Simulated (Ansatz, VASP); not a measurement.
## Cross-check of Al2O3 (Al2O3 (R-3c)) between VASP and Ansatz

Wanted: the spread between two codes on one cell, functional and k mesh. The cell is taken from a series of runs on this material, whose earlier steps may have relaxed, scaled, displaced or heated it; both programs get it as it stands.

Program: Ansatz 0.2.0. Level of theory: plane waves, with VASP 6.6.1 beside it; single point at PBEsol. Results are calculated unless marked as measured.

## Step 1: Starting point

It takes space group R-3c (No. 167, trigonal). The conventional cell has a = 4.774 Å, b = 4.774 Å, c = 13.015 Å, α = 90.00°, β = 90.00°, γ = 120.00°. Nearest to Al lie 6 O at 1.86 to 1.98 Å. O has 4 Al at 1.86 to 1.98 Å nearest. Farther neighbours and most contacts between anions are not listed.

Coordinates:

```cif
data_structure
_symmetry_space_group_name_H-M 'R-3c:H'
_symmetry_Int_Tables_number 167
_cell_length_a 4.7739
_cell_length_b 4.7739
_cell_length_c 13.0148
_cell_angle_alpha 90.000
_cell_angle_beta 90.000
_cell_angle_gamma 120.000
_cell_volume 256.87
loop_
_atom_site_label
_atom_site_type_symbol
_atom_site_symmetry_multiplicity
_atom_site_Wyckoff_symbol
_atom_site_fract_x
_atom_site_fract_y
_atom_site_fract_z
_atom_site_occupancy
Al1 Al 12 c 0.33333 0.66667 0.31456 1
O1 O 18 e 0.36050 0.33333 0.08333 1
```

## Step 2: VASP: single point, PBEsol

A single point gives forces, pressure and levels at one fixed geometry, so differences don't come from the geometry; what else differs is listed under the comparison.

Lines of VASP's logs that name or quote its potential files are left out, and so is its time.

INCAR

```
SYSTEM = Al2O3
PREC = Accurate
ENCUT = 520
EDIFF = 1E-06
NELM = 120
ISMEAR = -1
SIGMA = 0.01
LREAL = .FALSE.
ALGO = Normal
GGA = PS
NBANDS = 34
LORBIT = 11
LWAVE = .FALSE.
LCHARG = .FALSE.
ISIF = 2
ISYM = 2
LASPH = .TRUE.
GGA_COMPAT = .FALSE.
EFERMI = MIDGAP
KPAR = 2
```

POSCAR

```
Al2O3
1.0
    2.3869337100      1.3780968200      4.3382690300
   -2.3869337100      1.3780968200      4.3382690300
    0.0000000000     -2.7561936400      4.3382690300
Al O
4 6
Direct
    0.6478910203      0.6478910203      0.6478910203
    0.8521089797      0.8521089797      0.8521089797
    0.1478910203      0.1478910203      0.1478910203
    0.3521089797      0.3521089797      0.3521089797
    0.4438338882      0.0561661118      0.7500000000
    0.9438338882      0.2500000000      0.5561661118
    0.0561661118      0.7500000000      0.4438338882
    0.7500000000      0.4438338882      0.0561661118
    0.2500000000      0.5561661118      0.9438338882
    0.5561661118      0.9438338882      0.2500000000
```

KPOINTS

```
Points of the shifted mesh
64
Reciprocal
 0.1250000000  0.1250000000  0.1250000000 1
 0.1250000000  0.1250000000  0.3750000000 1
 0.1250000000  0.1250000000  0.6250000000 1
 0.1250000000  0.1250000000  0.8750000000 1
 0.1250000000  0.3750000000  0.1250000000 1
 0.1250000000  0.3750000000  0.3750000000 1
 0.1250000000  0.3750000000  0.6250000000 1
 0.1250000000  0.3750000000  0.8750000000 1
 0.1250000000  0.6250000000  0.1250000000 1
 0.1250000000  0.6250000000  0.3750000000 1
 0.1250000000  0.6250000000  0.6250000000 1
 0.1250000000  0.6250000000  0.8750000000 1
 0.1250000000  0.8750000000  0.1250000000 1
 0.1250000000  0.8750000000  0.3750000000 1
 0.1250000000  0.8750000000  0.6250000000 1
 0.1250000000  0.8750000000  0.8750000000 1
 0.3750000000  0.1250000000  0.1250000000 1
 0.3750000000  0.1250000000  0.3750000000 1
 0.3750000000  0.1250000000  0.6250000000 1
 0.3750000000  0.1250000000  0.8750000000 1
 0.3750000000  0.3750000000  0.1250000000 1
 0.3750000000  0.3750000000  0.3750000000 1
 0.3750000000  0.3750000000  0.6250000000 1
 0.3750000000  0.3750000000  0.8750000000 1
 0.3750000000  0.6250000000  0.1250000000 1
 0.3750000000  0.6250000000  0.3750000000 1
 0.3750000000  0.6250000000  0.6250000000 1
 0.3750000000  0.6250000000  0.8750000000 1
 0.3750000000  0.8750000000  0.1250000000 1
 0.3750000000  0.8750000000  0.3750000000 1
 0.3750000000  0.8750000000  0.6250000000 1
 0.3750000000  0.8750000000  0.8750000000 1
 0.6250000000  0.1250000000  0.1250000000 1
 0.6250000000  0.1250000000  0.3750000000 1
 0.6250000000  0.1250000000  0.6250000000 1
 0.6250000000  0.1250000000  0.8750000000 1
 0.6250000000  0.3750000000  0.1250000000 1
 0.6250000000  0.3750000000  0.3750000000 1
 0.6250000000  0.3750000000  0.6250000000 1
 0.6250000000  0.3750000000  0.8750000000 1
 0.6250000000  0.6250000000  0.1250000000 1
 0.6250000000  0.6250000000  0.3750000000 1
 0.6250000000  0.6250000000  0.6250000000 1
 0.6250000000  0.6250000000  0.8750000000 1
 0.6250000000  0.8750000000  0.1250000000 1
 0.6250000000  0.8750000000  0.3750000000 1
 0.6250000000  0.8750000000  0.6250000000 1
 0.6250000000  0.8750000000  0.8750000000 1
 0.8750000000  0.1250000000  0.1250000000 1
 0.8750000000  0.1250000000  0.3750000000 1
 0.8750000000  0.1250000000  0.6250000000 1
 0.8750000000  0.1250000000  0.8750000000 1
 0.8750000000  0.3750000000  0.1250000000 1
 0.8750000000  0.3750000000  0.3750000000 1
 0.8750000000  0.3750000000  0.6250000000 1
 0.8750000000  0.3750000000  0.8750000000 1
 0.8750000000  0.6250000000  0.1250000000 1
 0.8750000000  0.6250000000  0.3750000000 1
 0.8750000000  0.6250000000  0.6250000000 1
 0.8750000000  0.6250000000  0.8750000000 1
 0.8750000000  0.8750000000  0.1250000000 1
 0.8750000000  0.8750000000  0.3750000000 1
 0.8750000000  0.8750000000  0.6250000000 1
 0.8750000000  0.8750000000  0.8750000000 1
```

The projector-augmented-wave data sets are Al and O (PBE family, release 64).

Launch:

```sh
mpirun -np 2 vasp_std
```

Numbers of over 12 decimals in the logs are rounded to 6 here.

What it wrote:

```text
[banner, memory and clock lines left out]
running    2 mpi-ranks, on    1 nodes
 distrk:  each k-point on    1 cores,    2 groups
 distr:  one band on    1 cores,    1 groups

 POSCAR found type information on POSCAR AlO
 POSCAR found :  2 types and      10 ions
|                                                                             |
|               ----> ADVICE to this user running VASP <----                  |
|                                                                             |
|     You enforced a specific xc type in the INCAR file but a different       |
|     [... a line on the potential file left out ...]
|     I HOPE YOU KNOW WHAT YOU ARE DOING!                                     |
|                                                                             |

 LDA part: xc-table for (Slater+PW92), standard interpolation
 POSCAR, INCAR and KPOINTS ok, starting setup
 FFT: planning ... GRIDC
 FFT: planning ... GRID_SOFT
 FFT: planning ... GRID
 WAVECAR not read
 entering main loop
       N       E                     dE             d eps       ncg     rms          rms(c)
DAV:   1     0.222084339318E+03    0.22208E+03   -0.25419E+04  4352   0.135E+03
DAV:   2    -0.733957183741E+02   -0.29548E+03   -0.28496E+03  5604   0.287E+02
DAV:   3    -0.858062462141E+02   -0.12411E+02   -0.12368E+02  5592   0.610E+01
DAV:   4    -0.859026458919E+02   -0.96400E-01   -0.96344E-01  5328   0.619E+00
DAV:   5    -0.859038215059E+02   -0.11756E-02   -0.11754E-02  5552   0.680E-01    0.165E+01
DAV:   6    -0.787323671383E+02    0.71715E+01   -0.25961E+01  5256   0.270E+01    0.599E+00
DAV:   7    -0.786939622213E+02    0.38405E-01   -0.73652E-01  5340   0.428E+00    0.322E+00
DAV:   8    -0.786646194638E+02    0.29343E-01   -0.73542E-02  5396   0.214E+00    0.625E-01
DAV:   9    -0.786638764385E+02    0.74303E-03   -0.16507E-02  5620   0.673E-01    0.322E-01
DAV:  10    -0.786641568366E+02   -0.28040E-03   -0.47664E-04  5040   0.134E-01    0.646E-02
DAV:  11    -0.786641254451E+02    0.31392E-04   -0.24719E-04  5500   0.886E-02    0.247E-02
DAV:  12    -0.786641266380E+02   -0.11929E-05   -0.11778E-05  5308   0.211E-02    0.597E-03
DAV:  13    -0.786641258782E+02    0.75988E-06   -0.32976E-06  4932   0.100E-02
   1 F= -.78664126E+02 E0= -.78664126E+02  d E =0.000000E+00
```

OUTCAR, selected parts (step 2):

```text
ion  position               nearest neighbor table
   1  0.648  0.648  0.648-   9 1.86  10 1.86   6 1.86   7 1.98   8 1.98   5 1.98   2 2.66   4 2.80
                             4 2.80   4 2.80   2 3.23   2 3.23   2 3.23
   2  0.852  0.852  0.852-   6 1.86  10 1.86   9 1.86   7 1.98   8 1.98   5 1.98   1 2.66   3 2.80
                             3 2.80   3 2.80   1 3.23   1 3.23   1 3.23
   3  0.148  0.148  0.148-   7 1.86   5 1.86   8 1.86   6 1.98   9 1.98  10 1.98   4 2.66   2 2.80
                             2 2.80   2 2.80   4 3.23   4 3.23   4 3.23
   4  0.352  0.352  0.352-   8 1.86   5 1.86   7 1.86   6 1.98   9 1.98  10 1.98   3 2.66   1 2.80
                             1 2.80   1 2.80   3 3.23   3 3.23   3 3.23
   5  0.444  0.056  0.750-   3 1.86   4 1.86   1 1.98   2 1.98
   6  0.944  0.250  0.556-   2 1.86   1 1.86   3 1.98   4 1.98
   7  0.056  0.750  0.444-   3 1.86   4 1.86   1 1.98   2 1.98
   8  0.750  0.444  0.056-   4 1.86   3 1.86   1 1.98   2 1.98
   9  0.250  0.556  0.944-   1 1.86   2 1.86   3 1.98   4 1.98
  10  0.556  0.944  0.250-   1 1.86   2 1.86   3 1.98   4 1.98

  LATTYP: Found a trigonal (rhomboedric) cell.
 ALAT       =     5.1397647376
 COS(alpha) =     0.5686555340

 Subroutine GETGRP returns: Found 12 space group operations
 (whereof  6 operations were pure point group operations)

The static configuration has the point symmetry S_6 .
 The point group associated with its full space group is D_3d.

   k-points           NKPTS =     64   k-points in BZ     NKDIM =     64   number of bands    NBANDS=     34

   dimension x,y,z NGX =    40 NGY =   40 NGZ =   40
   dimension x,y,z NGXF=    80 NGYF=   80 NGZF=   80

   ENCUT  =  520.0 eV  38.22 Ry    6.18 a.u.   9.56  9.56  9.56*2*pi/ulx,y,z

   NELECT =      48.0000    total number of electrons

 k-points in reciprocal lattice and weights: Points of the shifted mesh
   0.12500000  0.12500000  0.12500000       0.016
   0.12500000  0.12500000  0.37500000       0.016
   0.12500000  0.12500000  0.62500000       0.016
   0.12500000  0.12500000  0.87500000       0.016
   0.12500000  0.37500000  0.12500000       0.016
   0.12500000  0.37500000  0.37500000       0.016
   0.12500000  0.37500000  0.62500000       0.016
   0.12500000  0.37500000  0.87500000       0.016
   0.12500000  0.62500000  0.12500000       0.016
[...]
0.87500000  0.87500000  0.62500000       0.016
   0.87500000  0.87500000  0.87500000       0.016

 average (electrostatic) potential at core
       1 -71.2207       2 -71.2207       3 -71.2207       4 -71.2207       5 -67.0975
       6 -67.0975       7 -67.0975       8 -67.0975       9 -67.0975      10 -67.0975

 E-fermi :   9.0927

 k-point     1 :       0.1250    0.1250    0.1250
  band No.  band energies     occupation
    ...
     20       5.4695      2.00000
     21       5.4695      2.00000
     22       5.6183      2.00000
     23       5.9022      2.00000
     24       5.9022      2.00000
     25      12.2832      0.00000
     26      14.8938      0.00000
     27      16.4500      0.00000
     28      17.3531      0.00000
     29      17.3531      0.00000
    ...

 k-point     2 :       0.1250    0.1250    0.3750
  band No.  band energies     occupation
    ...
     20       4.6161      2.00000
     21       5.2736      2.00000
     22       5.2800      2.00000
     23       5.6755      2.00000
     24       5.7240      2.00000
     25      13.6844      0.00000
     26      15.8634      0.00000
     27      16.1764      0.00000
     28      16.2866      0.00000
     29      16.9291      0.00000
    ...

 k-point     3 :       0.1250    0.1250    0.6250
  band No.  band energies     occupation
    ...
     20       4.6830      2.00000
     21       4.8726      2.00000
     22       5.2195      2.00000
     23       5.5819      2.00000
     24       5.6827      2.00000
     25      15.0318      0.00000
     26      15.2089      0.00000
     27      15.3781      0.00000
     28      15.8629      0.00000
     29      17.3464      0.00000
    ...

  Total        0.0378209      0.0378209     -0.0028906     -0.0000000     -0.0000000      0.0000000
  in kB        0.7077087      0.7077087     -0.0540901     -0.0000000     -0.0000000      0.0000000
  external PRESSURE =       0.4537758 kB  Pullay stress =       0.0000000 kB

  energy-cutoff  :      520.00
  volume of cell :       85.62
      direct lattice vectors                 reciprocal lattice vectors
     2.386933710  1.378096820  4.338269030     0.209473769  0.120939737  0.076835561
    -2.386933710  1.378096820  4.338269030    -0.209473769  0.120939737  0.076835561
     0.000000000 -2.756193640  4.338269030     0.000000000 -0.241879474  0.076835561

 POSITION                                       TOTAL-FORCE (eV/Angst)
 -----------------------------------------------------------------------------------
      0.00000      0.00000      8.43218        -0.000000     -0.000000      0.014564
      0.00000      0.00000     11.09003        -0.000000     -0.000000     -0.014564
      0.00000      0.00000      1.92477        -0.000000     -0.000000      0.014564
      0.00000      0.00000      4.58263        -0.000000     -0.000000     -0.014564
      0.92534     -1.37810      5.42284         0.038707     -0.000000     -0.000000
      1.65614      0.11232      7.59197         0.019353      0.033521     -0.000000
     -1.65614     -0.11232      5.42284        -0.019353     -0.033521     -0.000000
      0.73080      1.49041      5.42284        -0.019353      0.033521     -0.000000
     -0.73080     -1.49041      7.59197         0.019353     -0.033521     -0.000000
     -0.92534      1.37810      7.59197        -0.038707     -0.000000      0.000000
 -----------------------------------------------------------------------------------
    total drift:                                0.000000     -0.000000     -0.000000

  FREE ENERGIE OF THE ION-ELECTRON SYSTEM (eV)
  ---------------------------------------------------
  free  energy   TOTEN  =       -78.6641258782 eV

  energy  without entropy=      -78.6641258782  energy(sigma->0) =      -78.66412588

 total charge
# of ion       s       p       d       tot
------------------------------------------
    1        0.312   0.402   0.000   0.714
    2        0.312   0.402   0.000   0.714
    3        0.312   0.402   0.000   0.714
    4        0.312   0.402   0.000   0.714
    5        1.542   3.621   0.000   5.164
    6        1.542   3.621   0.000   5.164
    7        1.542   3.621   0.000   5.164
    8        1.542   3.621   0.000   5.164
    9        1.542   3.621   0.000   5.164
   10        1.542   3.621   0.000   5.164
--------------------------------------------------
tot         10.503  23.337   0.000  33.840

[... 3 further parts left out ...]
```

The run ends at a pressure of 0.05 GPa, with forces up to 0.039 eV/Å.

[end of part 1 of 2]

[Lines on the potential files, build, host, timing and source positions are cut from VASP's logs without a mark.]

[Logs are printed without paths, hosts, clocks, repeated set-up lines and the standing remarks that a program may print on its own settings, such as how far it seeks lower states.]

[Hosts, paths, dates, database ids (printed as entryN), source tags and the programs' standing remarks are cut or masked in the printed files.]
